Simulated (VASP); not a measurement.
Input of a VASP 6.6.1 run:

File INCAR:

```
SYSTEM = MoS2
PREC     = Accurate       ! precision mode
ENCUT    = 520            ! plane-wave cutoff, eV
EDIFF    = 1E-6           ! SCF threshold, eV
ISMEAR   = 0              ! smearing method
SIGMA    = 0.02           ! smearing width, eV
LREAL    = .FALSE.        ! projectors in reciprocal space
LASPH    = .TRUE.         ! aspherical terms in the spheres
NELM     = 100            ! most SCF steps
ALGO     = Fast           ! electronic algorithm
ISIF     = 2              ! what is computed and relaxed
LWAVE    = .FALSE.        ! write WAVECAR
LCHARG   = .FALSE.        ! write CHGCAR
LDIPOL   = .TRUE.       
IDIPOL   = 3            
DIPOL    = 0.5 0.5 0.500
GGA      = PE             ! functional
IVDW     = 12             ! dispersion correction
NBANDS   = 35             ! bands
```

Contents of KPOINTS:

```
Automatic mesh
0
G
  12 12 1
  0 0 0
```

File POSCAR:

```
MoS2
1.0
    3.1517613622      0.0000000000      0.0000000000
   -1.5758806811      2.7295054063      0.0000000000
    0.0000000000      0.0000000000     44.3528702949
S Mo
4 2
Direct
    0.3333333333      0.6666666667      0.3963816494
    0.3333333333      0.6666666667      0.4670319309
    0.6666666667      0.3333333333      0.5329680691
    0.6666666667      0.3333333333      0.6036183506
    0.6666666667      0.3333333333      0.4317245002
    0.3333333333      0.6666666667      0.5682754998
```

Potentials or basis: VASP PAW PBE potentials, release 64 (S, Mo_sv).

Command:

```sh
$ cat potpaw_PBE.64/S/POTCAR potpaw_PBE.64/Mo_sv/POTCAR > POTCAR
$ mpirun -np 1 vasp_std > vasp.out
```

**Question.** Predict the band gap on the k mesh.

**Answer.** 1.22 eV, indirect (least direct gap 1.75 eV).

**Question.** Estimate the dispersion energy per atom.

**Answer.** -0.375 eV.

**Question.** Estimate the largest force.

**Answer.** 0.014 eV/Å.

Forces in eV/Å, atoms in the order of the input:
```
S    0.000  0.000  0.012
S    0.000  0.000 -0.014
S    0.000  0.000  0.014
S    0.000  0.000 -0.012
Mo   0.000  0.000 -0.002
Mo   0.000  0.000  0.002
```

PBE gaps usually lie below the measured ones, often by a third to a half.
